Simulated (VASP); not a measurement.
Os, 2 atoms in the cell. Symmetry: P6_3/mmc, No. 194, hexagonal system. Conventional cell: a = 2.734 Å, b = 2.734 Å, c = 4.320 Å, α = 90.00°, β = 90.00°, γ = 120.00°. Os (site symmetry -6m2) is surrounded by 12 Os at 2.68 to 2.73 Å. 

```yaml
Program: VASP 6.6.1
Task: relaxation of cell and atoms
Functional: PBE
Dispersion: D3
Potentials_or_basis: VASP PAW PBE potentials, release 64 (Os)
Cutoff: 600 eV
k_mesh: 11 × 11 × 6
Occupations: fermi-dirac, width 0.05 eV
Spin: no spin polarisation
Further_INCAR_settings: ALGO = Normal; EDIFF = 1e-06; IBRION = 2; EDIFFG = -0.01; NSW = 40; ISIF = 3
```

Potentials or basis: VASP PAW PBE potentials, release 64 (Os).

Command:

```bash
$ cat potpaw_PBE.64/Os/POTCAR > POTCAR
$ mpirun -np 1 vasp_std > vasp.out
```

Hardware: 1 thread of Intel(R) Xeon(R) Platinum 8259CL CPU @ 2.50GHz (Skylake/Cascade Lake), with other jobs on the host.

Problem. How long does it take, and how much memory?

Solution. Wall time 80 s on 1 thread of Intel(R) Xeon(R) Platinum 8259CL CPU @ 2.50GHz (Skylake/Cascade Lake) (shared host), peak memory 0.17 GiB. Counts: scf iterations 41, k points 64, ion steps 8.
